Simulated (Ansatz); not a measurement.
# Ni: starts and ends of a spin-polarised SCF, part 2 of 2

How much does the result for Ni depend on the starting moments? The same cell is run from several starts. Ni is taken in the measured crystal structure (space group Fm-3m, primitive cell doubled), 2 atoms in the cell. Source: COD entry 9013031.

Ansatz 0.2.0; DFT PBE, PAW, plane waves, scalar-relativistic. The steps go on from the part before.

## 5. Spin on, no moments given (the program may seed its own), plain SCF

The COD cell was measured well above room temperature, so it is larger than a cold one.

input.yaml reads:

```yaml
crystal:
  lattice:
    - [-1.7935, -3.587, -1.7935]
    - [-1.7935, 0.0, -1.7935]
    - [1.7935, 0.0, -1.7935]
  atoms:
    - { symbol: Ni, position: [0.0, 0.0, 0.0] }
    - { symbol: Ni, position: [0.5, 0.0, 0.5] }
hamiltonian:
  xc: pbe
  pseudopotentials: { kind: paw }
basis:
  ecutwfc: 420
kpoints:
  mp_grid: { grid: [7, 12, 10] }
scf:
  occupations: { method: fermi_dirac, width: 0.05 }
  lower_state_search: "off"
output:
  forces: true
  stress: true
magnetization:
  spin_polarized: true
```

Run with:

```bash
$ ansatz run input.yaml --threads 2 --pin off --max-ram 5120MiB --backend cpu --events-out ev --progress --plain --runs-dir out
```

Output, shortened:

```text
[... 1 line as in an earlier run ...]
band count auto-derived: 24 (N_el = 36.0; filled up to band 18; 22 by the electrons, moments and atoms)
[... 19 lines as in an earlier run ...]
[...]
SCF iter   1: F=—  HF=-11678.037423 eV  |F-HF|=—  |Δ(HF+E_count)|=         —  Δρ=1.77e-1 (↑1.77e-1 ↓1.69e-1)  dr2=1.44e-2  dr2_m=6.35e0  M=2.565 μB ∫|m|=2.565 μB  ethr=7.86e-4  ⟨swp⟩=1.3  Hψ=31387  notcnv=0
[...]
SCF iter  10: F=-11679.414962 eV  HF=-11679.414962 eV  |F-HF|=1.06e-9  |Δ(HF+E_count)|=   1.73e-7  Δρ=1.19e-5 (↑4.24e-6 ↓1.19e-5)  dr2=1.51e-8  dr2_m=7.09e-9  M=1.352 μB ∫|m|=1.550 μB  ethr=2.78e-10  ⟨swp⟩=3.0  Hψ=44976  notcnv=0
[...]
SCF converged after 10 iterations
Magnetization: 1.3523 μB (18.6762 up, 17.3238 down)
Absolute magnetization: 1.5518 μB (∫|ρ↑−ρ↓|, with the PAW one-centre terms)
Spin contamination: 0.0168 ħ² per cell (⟨S²⟩ above its minimum at these occupations)
Per-site moments (μB) at R_I (Å): [(0.717927134315538, 1.0462617099479103), (0.7179271343155378, 1.0462617099479103)]
Free energy (F): -11679.414962 eV
[...]
E sigma→0 (E₀):  -11679.400083 eV
Entropy (-TS):   -0.029759 eV (-14.879 meV/atom)
Fermi energy:    16.891652 eV
[... 24 lines left out: energy terms, forces, stress ...]
```

Wall time 11 s (2 threads of Arm Neoverse V1, shared host); peak memory 0.46 GiB.

Nothing new: the 10 iterations lead to the state found in step 2 (ferromagnetic).

## 6. Parallel moments scaled by 0.2, plain SCF

input.yaml, as its differences from that of step 5:

```diff
@@ -6,4 +6,6 @@
   atoms:
-    - { symbol: Ni, position: [0.0, 0.0, 0.0] }
-    - { symbol: Ni, position: [0.5, 0.0, 0.5] }
+    - { symbol: Ni, position: [0.0, 0.0, 0.0], spin: 0.4 }
+    - { symbol: Ni, position: [0.5, 0.0, 0.5], spin: 0.4 }
+magnetization:
+  spin_polarized: true
 hamiltonian:
@@ -21,3 +23,5 @@
   stress: true
-magnetization:
-  spin_polarized: true
+  write_density: true
+  write_potential: true
+  elf: true
+  volumetric_format: npy
```

Run with:

```bash
$ ansatz run input.yaml --threads 2 --pin off --max-ram 5120MiB --backend cpu --events-out ev --progress --plain --runs-dir out
```

Output, shortened:

```text
[... 11 lines as in an earlier run ...]
Bands: 23, of which v1, the nominal top of the filled ones, is band 18 counted from 1 (17 counted from 0)
[... 6 lines as in an earlier run ...]
Starting moments: Σ|m| = 0.8 μB on 2 of 2 sites
[... 2 lines as in an earlier run ...]
[...]
SCF iter   1: F=—  HF=-11679.373129 eV  |F-HF|=—  |Δ(HF+E_count)|=         —  Δρ=5.08e-2 (↑5.08e-2 ↓1.41e-2)  dr2=2.70e-1  dr2_m=1.65e-1  M=1.012 μB ∫|m|=1.043 μB  β_m=1.00  ethr=7.52e-4  ⟨swp⟩=1.0  Hψ=60005  notcnv=0
[...]
spin-set hold released at iteration 7 (site moments contracting): the magnetisation degrees of freedom join the quasi-Newton model from the next iteration; the mixer history was flushed
[...]
SCF iter  14: F=-11679.414962 eV  HF=-11679.414962 eV  |F-HF|=5.16e-9  |Δ(HF+E_count)|=   2.09e-8  Δρ=8.74e-6 (↑2.60e-6 ↓8.74e-6)  dr2=6.05e-9  dr2_m=2.34e-9  M=1.352 μB ∫|m|=1.550 μB  ethr=7.12e-11  ⟨swp⟩=5.6  Hψ=65885  notcnv=0
the search or the solves at the SCF's close seem to have found levels that the self-consistency loop had missed (the run counts 2). By its estimate they hold under 1e-12 electrons; where the run keeps them, the occupations were computed again with them
[...]
SCF converged after 14 iterations
Magnetization: 1.3523 μB (18.6762 up, 17.3238 down)
Absolute magnetization: 1.5517 μB (∫|ρ↑−ρ↓|, with the PAW one-centre terms)
Spin contamination: 0.0168 ħ² per cell (⟨S²⟩ above its minimum at these occupations)
Per-site moments (μB) at R_I (Å): [(0.7179121267932213, 1.0462617099479103), (0.7179121267932211, 1.0462617099479103)]
Free energy (F): -11679.414962 eV
[...]
E sigma→0 (E₀):  -11679.400082 eV
Entropy (-TS):   -0.029760 eV (-14.880 meV/atom)
Fermi energy:    16.891710 eV
[... 29 lines left out: energy terms, forces, stress, bands ...]
```

Run time: 18 s. Hardware: 2 threads of Arm Neoverse V1, shared host; peak memory 0.46 GiB.

This is the state of step 2 again (ferromagnetic), after 14 iterations.

## 7. Moments ++ scaled by 0.5, plain SCF

input.yaml, as its differences from that of step 6:

```diff
@@ -6,4 +6,4 @@
   atoms:
-    - { symbol: Ni, position: [0.0, 0.0, 0.0], spin: 0.4 }
-    - { symbol: Ni, position: [0.5, 0.0, 0.5], spin: 0.4 }
+    - { symbol: Ni, position: [0.0, 0.0, 0.0], spin: 1.0 }
+    - { symbol: Ni, position: [0.5, 0.0, 0.5], spin: 1.0 }
 magnetization:
@@ -23,5 +23 @@
   stress: true
-  write_density: true
-  write_potential: true
-  elf: true
-  volumetric_format: npy
```

Run with:

```bash
$ ansatz run input.yaml --threads 2 --pin off --max-ram 5120MiB --backend cpu --events-out ev --progress --plain --runs-dir out
```

Output, shortened:

```text
[... 18 lines as in an earlier run ...]
Starting moments: Σ|m| = 2 μB on 2 of 2 sites
[... 2 lines as in an earlier run ...]
[...]
SCF iter   1: F=—  HF=-11679.360386 eV  |F-HF|=—  |Δ(HF+E_count)|=         —  Δρ=3.88e-2 (↑1.44e-2 ↓3.88e-2)  dr2=1.97e-1  dr2_m=8.19e-2  M=1.429 μB ∫|m|=1.514 μB  β_m=0.30  ethr=5.47e-4  ⟨swp⟩=1.0  Hψ=59980  notcnv=0
[...]
spin-set hold released at iteration 7 (site moments contracting): the magnetisation degrees of freedom join the quasi-Newton model from the next iteration; the mixer history was flushed
[...]
SCF iter  14: F=-11679.414962 eV  HF=-11679.414962 eV  |F-HF|=4.47e-10  |Δ(HF+E_count)|=   1.93e-8  Δρ=3.00e-6 (↑1.22e-6 ↓3.00e-6)  dr2=5.15e-10  dr2_m=8.48e-10  M=1.352 μB ∫|m|=1.550 μB  ethr=1.65e-10  ⟨swp⟩=2.4  Hψ=37709  notcnv=0
[...]
SCF converged after 14 iterations
Magnetization: 1.3523 μB (18.6762 up, 17.3238 down)
Absolute magnetization: 1.5517 μB (∫|ρ↑−ρ↓|, with the PAW one-centre terms)
Spin contamination: 0.0168 ħ² per cell (⟨S²⟩ above its minimum at these occupations)
Per-site moments (μB) at R_I (Å): [(0.717903540906413, 1.0462617099479103), (0.7179035409064128, 1.0462617099479103)]
Free energy (F): -11679.414962 eV
[...]
E sigma→0 (E₀):  -11679.400082 eV
Entropy (-TS):   -0.029760 eV (-14.880 meV/atom)
Fermi energy:    16.891693 eV
[... 24 lines left out: energy terms, forces, stress ...]
```

It took 14 s on 2 threads of Arm Neoverse V1, shared host; peak memory 0.45 GiB.

The run ends in the same state as step 2 (ferromagnetic); it took 14 iterations.

## 8. A moment on one site alone, plain SCF

input.yaml, as its differences from that of step 7:

```diff
@@ -6,4 +6,4 @@
   atoms:
-    - { symbol: Ni, position: [0.0, 0.0, 0.0], spin: 1.0 }
-    - { symbol: Ni, position: [0.5, 0.0, 0.5], spin: 1.0 }
+    - { symbol: Ni, position: [0.0, 0.0, 0.0] }
+    - { symbol: Ni, position: [0.5, 0.0, 0.5], spin: 2.0 }
 magnetization:
@@ -23 +23,5 @@
   stress: true
+  write_density: true
+  write_potential: true
+  elf: true
+  volumetric_format: npy
```

Run with:

```bash
$ ansatz run input.yaml --threads 2 --pin off --max-ram 5120MiB --backend cpu --events-out ev --progress --plain --runs-dir out
```

Output, shortened:

```text
[... 18 lines as in an earlier run ...]
Starting moments: Σ|m| = 2 μB on 1 of 2 sites
[... 2 lines as in an earlier run ...]
SCF iter   1: F=—  HF=-11679.212882 eV  |F-HF|=—  |Δ(HF+E_count)|=         —  Δρ=1.11e-1 (↑1.11e-1 ↓3.94e-2)  dr2=2.88e0  dr2_m=7.15e-1  M=1.456 μB ∫|m|=1.570 μB  β_m=0.30  ethr=3.10e-3  ⟨swp⟩=5.4  Hψ=44179  notcnv=0
[...]
spin-set hold released at iteration 5 (the charge has settled, or the pull on large starting moments outlasts its swing): the magnetisation degrees of freedom join the quasi-Newton model from the next iteration; the mixer history was flushed
[...]
SCF iter  23: F=-11679.414962 eV  HF=-11679.414962 eV  |F-HF|=5.20e-10  |Δ(HF+E_count)|=   1.38e-9  Δρ=1.41e-6 (↑1.04e-6 ↓1.41e-6)  dr2=6.05e-10  dr2_m=8.32e-11  M=1.352 μB ∫|m|=1.550 μB  ethr=8.47e-11  ⟨swp⟩=5.0  Hψ=63179  notcnv=0
[...]
SCF converged after 23 iterations
an eigenvalue changed by more than its tolerance at an iteration that met the thresholds in force, so the SCF went on 1 time: the last check found none over its tolerance
Magnetization: 1.3523 μB (18.6762 up, 17.3238 down)
Absolute magnetization: 1.5517 μB (∫|ρ↑−ρ↓|, with the PAW one-centre terms)
Spin contamination: 0.0168 ħ² per cell (⟨S²⟩ above its minimum at these occupations)
Per-site moments (μB) at R_I (Å): [(0.7179109684185614, 1.0462617099479103), (0.7179078318891516, 1.0462617099479103)]
Free energy (F): -11679.414962 eV
[...]
E sigma→0 (E₀):  -11679.400082 eV
Entropy (-TS):   -0.029760 eV (-14.880 meV/atom)
Fermi energy:    16.891678 eV
[... 29 lines left out: energy terms, forces, stress, bands ...]
```

Wall time 23 s (2 threads of Arm Neoverse V1, shared host); peak memory 0.47 GiB.

This is the state of step 2 again (ferromagnetic), after 23 iterations.

## 9. Parallel moments, Broyden mixing, no switch to direct minimisation

input.yaml, as its differences from that of step 8:

```diff
@@ -6,3 +6,3 @@
   atoms:
-    - { symbol: Ni, position: [0.0, 0.0, 0.0] }
+    - { symbol: Ni, position: [0.0, 0.0, 0.0], spin: 2.0 }
     - { symbol: Ni, position: [0.5, 0.0, 0.5], spin: 2.0 }
@@ -20,2 +20,4 @@
   lower_state_search: "off"
+  algorithm: density_mixing
+  mixing: { algorithm: broyden, beta: 0.3 }
 output:
```

Run with:

```bash
$ ansatz run input.yaml --threads 2 --pin off --max-ram 5120MiB --backend cpu --events-out ev --progress --plain --runs-dir out
```

Output, shortened:

```text
[... 18 lines as in an earlier run ...]
Starting moments: Σ|m| = 4 μB on 2 of 2 sites
[... 3 lines as in an earlier run ...]
SCF iter   1: F=—  HF=-11678.876696 eV  |F-HF|=—  |Δ(HF+E_count)|=         —  Δρ=1.27e-1 (↑1.06e-1 ↓1.27e-1)  dr2=6.11e-2  dr2_m=2.84e0  M=1.901 μB ∫|m|=2.118 μB  β_m=0.57  ethr=1.70e-4  ⟨swp⟩=1.0  Hψ=62262  notcnv=0
[...]
[... 1 line as in an earlier run ...]
[...]
SCF iter  15: F=-11679.414962 eV  HF=-11679.414962 eV  |F-HF|=9.24e-9  |Δ(HF+E_count)|=   3.40e-8  Δρ=1.81e-6 (↑1.81e-6 ↓1.72e-6)  dr2=3.05e-11  dr2_m=6.17e-10  M=1.352 μB ∫|m|=1.550 μB  ethr=2.75e-12  ⟨swp⟩=4.5  Hψ=68453  notcnv=0
[...]
this state was not tested for a lower state beside it, because the mixer in use, unlike msr1, does not test its closes by its own steps (another_mixer; see scf.mixing.algorithm and scf.lower_state_search)
SCF converged after 15 iterations
Magnetization: 1.3524 μB (18.6762 up, 17.3238 down)
Absolute magnetization: 1.5518 μB (∫|ρ↑−ρ↓|, with the PAW one-centre terms)
Spin contamination: 0.0168 ħ² per cell (⟨S²⟩ above its minimum at these occupations)
Per-site moments (μB) at R_I (Å): [(0.7179484443036779, 1.0462617099479103), (0.7179484443036779, 1.0462617099479103)]
Free energy (F): -11679.414962 eV
[...]
E sigma→0 (E₀):  -11679.400083 eV
Entropy (-TS):   -0.029759 eV (-14.879 meV/atom)
Fermi energy:    16.891723 eV
[... 29 lines left out: energy terms, forces, stress, bands ...]
```

Run time: 20 s. Hardware: 2 threads of Arm Neoverse V1, shared host; peak memory 0.47 GiB.

Nothing new: the 15 iterations lead to the state found in step 2 (ferromagnetic).

## 10. All ends together

| step | iterations | state | moments of Ni1 Ni2 (μB) | total (μB) | gap (eV) | pressure (GPa) | above lowest (meV/atom) |
| --- | --- | --- | --- | --- | --- | --- | --- |
| 2 | 10 | 1 | 0.72 0.72 | 1.35 | none | -9.8 | 0.0 |
| 3 | 15 | 2 | 0.15 -0.15 | 0.00 | none | -10.9 | 56.2 |
| 4 | 6 | 3 | 0.00 0.00 | 0.00 | none | -11.0 | 56.6 |
| 5 | 10 | 1 | 0.72 0.72 | 1.35 | none | -9.8 | 0.0 |
| 6 | 14 | 1 | 0.72 0.72 | 1.35 | none | -9.8 | 0.0 |
| 7 | 14 | 1 | 0.72 0.72 | 1.35 | none | -9.8 | 0.0 |
| 8 | 23 | 1 | 0.72 0.72 | 1.35 | none | -9.8 | 0.0 |
| 9 | 15 | 1 | 0.72 0.72 | 1.35 | none | -9.8 | 0.0 |

States are numbered from the lowest. Starts by step: 2 parallel moments, plain SCF; 3 opposed moments +-, plain SCF; 4 no spin polarisation; 5 spin on, no moments given (the program may seed its own), plain SCF; 6 parallel moments scaled by 0.2, plain SCF; 7 moments ++ scaled by 0.5, plain SCF; 8 a moment on one site alone, plain SCF; 9 parallel moments, Broyden mixing, no switch to direct minimisation.

The 8 runs of this session took 1.9 min in all, from 3.3 s to 23 s each.

Decimal logarithm of the largest residual (eV) by iteration, counted through all cycles of a run (7 of the 8 runs):

| iteration | step 2 | step 3 | step 4 | step 5 | step 6 | step 7 | step 8 |
| --- | --- | --- | --- | --- | --- | --- | --- |
| 1 | 0.5 | 0.6 | -3.2 | 0.8 | -0.6 | -0.7 | 0.5 |
| 2 | 0.3 | 0.4 | -3.8 | -0.4 | -1.5 | -1.4 | 1.0 |
| 3 | -1.9 | 0.0 | -5.0 | -0.7 | -1.8 | -1.7 | 0.1 |
| 4 | -2.3 | -1.1 | -6.3 | -0.3 | -2.4 | -1.9 | 0.1 |
| 5 | -2.8 | -1.8 | -7.5 | -2.8 | -2.6 | -2.2 | -0.1 |
| 7 | -4.8 | -4.3 | - | -3.3 | -3.0 | -2.7 | 1.3 |
| 9 | -7.0 | -4.8 | - | -6.2 | -2.7 | -3.0 | -0.6 |
| 11 | - | -5.9 | - | - | -5.3 | -5.6 | -1.7 |
| 13 | - | -8.0 | - | - | -7.6 | -7.2 | -1.6 |
| 15 | - | -8.1 | - | - | - | - | -2.4 |
| 17 | - | - | - | - | - | - | -4.5 |
| 19 | - | - | - | - | - | - | -4.9 |
| 21 | - | - | - | - | - | - | -7.0 |
| 23 | - | - | - | - | - | - | -9.2 |

## 11. Outcome

The summary covers parts 1 to 2.

| quantity | value |
| --- | --- |
| distinct states | 3 from 8 converged runs |
| lowest state from plain starts | ferromagnetic |
| its moments | Ni1 0.72, Ni2 0.72 μB |
| total moment | 1.35 μB per cell |
| gap on the k-mesh | none |
| pressure | -9.8 GPa |
| largest force | 0.000 eV/Å |
| next state | antiferromagnetic, 56.2 meV/atom higher |
| highest state | non-magnetic (no spin polarisation), 56.6 meV/atom higher |

In words: 8 runs converged, to 3 different states. Switching spin polarisation off costs 56.6 meV/atom in free energy, smearing entropy included. The best antiferromagnetic state lies 56.2 meV/atom above the best ferromagnetic one. These are lowest states among those tried, not proven ground states. The mesh has less symmetry than the lattice, which lowers the symmetry of the run.
